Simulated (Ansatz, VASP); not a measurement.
# CoSi: VASP beside Ansatz

```
Co Si
1.0
     2.79975    0.00000    0.00000
     0.00000    2.79975    0.00000
     0.00000    0.00000    2.79975
Co Si
1 1
Cartesian
  0.0000 0.0000 0.0000
  1.3999 1.3999 1.3999
```

Change from the starting cell: volume scaled by 1.02.

Alike in both runs: task single point; functional LDA; k mesh 10 × 10 × 10; occupations fermi-dirac, width 0.05 eV; collinear spin.

|  | VASP | Ansatz |
| --- | --- | --- |
| version | VASP 6.6.1 | Ansatz 0.2.0 |
| potentials or method | VASP PAW LDA potentials, release 64 (Co, Si), cutoff 520 eV | all-electron LAPW, scalar-relativistic |

VASP gave:

* gap on the k mesh at the Fermi level (eV): none
* pressure (GPa): -15.7
* net moment per atom (μB): 0.19
* size of the moment on the site where the two differ most (μB): 0.37

**Question.** What did Ansatz give for the same quantities?

**Answer.** gap on the k mesh at the Fermi level (eV): none; pressure (GPa): -16.0; net moment per atom (μB): 0.22; size of the moment on the site where the two differ most (μB): 0.45.

Site moments also hang on the region over which each program counts them. A gap of «none» marks a metal or a gap that the smearing closes. Ansatz ran all-electron here, so the differences hold the error of VASP's frozen core and of both bases.

Caveats: so large a pressure means that the cell lies far from this level's equilibrium, or that cutoff or potentials fall short (VASP).
